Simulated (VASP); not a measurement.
A run of VASP 6.6.1 is set up as follows.

File POSCAR:

```
MgO2
1.0
    4.9233151889      0.0000000000      0.0000000000
    0.0000000000      4.9233151889      0.0000000000
    0.0000000000      0.0000000000      4.9233151889
Mg O
4 8
Direct
    0.0000000000      0.0000000000      0.0000000000
    0.5000000000      0.0000000000      0.5000000000
    0.5000000000      0.5000000000      0.0000000000
    0.0000000000      0.5000000000      0.5000000000
    0.5894244400      0.9105755600      0.0894244400
    0.9105755600      0.0894244400      0.5894244400
    0.0894244400      0.5894244400      0.9105755600
    0.4105755600      0.4105755600      0.4105755600
    0.5894244400      0.5894244400      0.5894244400
    0.9105755600      0.4105755600      0.0894244400
    0.0894244400      0.9105755600      0.4105755600
    0.4105755600      0.0894244400      0.9105755600
```

The input INCAR.step1:

```
  PREC = Accurate
  ENCUT = 520
  ISMEAR = -1
  SIGMA = 0.05
  LREAL = F
  LASPH = T
  NELM = 60
  NBANDS = 40
  GGA = PE
  ALGO = Normal
  EDIFF = 1E-4
  LWAVE = T
  LCHARG = F
```

Contents of INCAR.step2:

```
  PREC = Accurate
  ENCUT = 520
  EDIFF = 1E-6
  ISMEAR = -1
  SIGMA = 0.05
  LREAL = F
  LASPH = T
  NELM = 60
  ALGO = Normal
  ISIF = 2
  LWAVE = F
  LCHARG = F
  METAGGA = R2SCAN
  LMIXTAU = T
  LUSE_VDW = T
  IVDW_NL = 2
  BPARAM = 11.95
  CPARAM = 0.0093
  NBANDS = 40
  ISTART = 1
```

KPOINTS

```
Automatic mesh
0
Gamma
  6 6 6
```

Potentials or basis: VASP PAW PBE potentials, release 64 (Mg, O).

Command:

```console
$ cat potpaw_PBE.64/Mg/POTCAR potpaw_PBE.64/O/POTCAR > POTCAR
$ cp INCAR.step1 INCAR
$ mpirun -np 1 vasp_std > vasp.out
$ cp INCAR.step2 INCAR
$ mpirun -np 1 vasp_std > vasp.out
```

**Question.** Predict the largest force.

**Answer.** 0.307 eV/Å.

**Question.** Predict the pressure.

**Answer.** -9.3 GPa.

**Question.** What does it give for the band gap on the k mesh?

**Answer.** 4.25 eV, indirect (least direct gap 4.36 eV).

Forces in eV/Å, atoms in the order of the input:
```
Mg   0.000  0.000  0.000
Mg   0.000  0.000  0.000
Mg   0.000  0.000  0.000
Mg   0.000  0.000  0.000
O   -0.177  0.177 -0.177
O    0.177 -0.177 -0.177
O   -0.177 -0.177  0.177
O    0.177  0.177  0.177
O   -0.177 -0.177 -0.177
O    0.177  0.177 -0.177
O   -0.177  0.177  0.177
O    0.177 -0.177  0.177
```

Caveat: the PAW data sets were made with another functional, which shifts forces and pressure a little. r2SCAN opens gaps a little over a GGA but as a rule still falls short of measured ones.
